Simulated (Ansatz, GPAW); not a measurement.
# Ti: 3 runs at one level of theory

```
Ti
1.0
     2.95000    0.00000    0.00000
    -1.47500    2.55477    0.00000
     0.00000    0.00000    4.68000
Ti
2
Direct
  0.66667 0.33333 0.75000
  0.33333 0.66667 0.25000
```

Alike in all runs: task single point; functional PBE; k mesh 10 × 10 × 6; occupations gaussian, width 0.011 eV; no spin polarisation; no spin-orbit coupling. Pressure is positive in compression and, in plane waves, holds the error of the finite cutoff, which Ansatz's Pulay term estimates and takes out.

```tsv
program and potentials	plane-wave cutoff (eV)	notes	pressure (GPa)
Ansatz, Ansatz PAW	420	-	-1.42
GPAW, GPAW PAW data sets (gpaw-data 1.2.1)	600	-	-1.97
Ansatz, all-electron LAPW, scalar-relativistic	-	-	?
```

Q: Estimate from the other rows what the run with Ansatz, all-electron LAPW, scalar-relativistic gave.

A: Pressure -1.43 GPa. The other rows, which needn't bracket it: pressure -1.97 to -1.42.
